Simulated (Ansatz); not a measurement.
Given:

Relaxed InN (zinc blende):

```
CELL_PARAMETERS angstrom
      0.00000     2.52449     2.52449
      2.52449     0.00000     2.52449
      2.52449     2.52449     0.00000
ATOMIC_POSITIONS crystal
  N  0.75000 0.75000 0.75000
  In 0.00000 0.00000 0.00000
```

Scan: atom 2 (In, nearest neighbour N at 2.186 Å; its periodic images, 3.6 Å or more away, move with it) is displaced along Cartesian z, direction (0.000, 0.000, 1.000) in Cartesian axes, by s. The other atoms stay.

Level of theory: PBE (plane waves to 420 eV, PAW, scalar-relativistic; Ansatz, a quantum-chemistry and plane-wave program). k mesh 9×9×9 (Γ-centred), Fermi-Dirac smearing 0.05 eV. Energies are smeared free energies. With partly filled bands, energies and forces of such displacements shift with the k mesh and the smearing. At this level the bands of InN touch or barely overlap; measurements give the solid a gap. InN was relaxed with its symmetry unable to fall. ΔE is measured from the undisplaced structure.

The scan covers s from -0.440 to 0.440 Å in 11 points.

**Question.** Is the energy the same for equal positive and negative displacements?

**Answer.** Even: the same for both signs. With its periodic images moving along, the atom's site symmetry in this cell is -43m.

**Question.** What force acts on the atom along the line at s = -0.440 Å?

**Answer.** 2.96 eV/Å.

**Question.** What is the force constant k = d²E/ds² of this move at s = 0?

**Answer.** 8.60 eV/Å².

**Question.** With two atoms in the cell this is the zone-centre optical mode. What wavenumber follows?

**Answer.** 433 cm⁻¹.

(A displaced cell: forces are minus the slopes of the energy, force constants its curvatures, and phonons follow from these.)
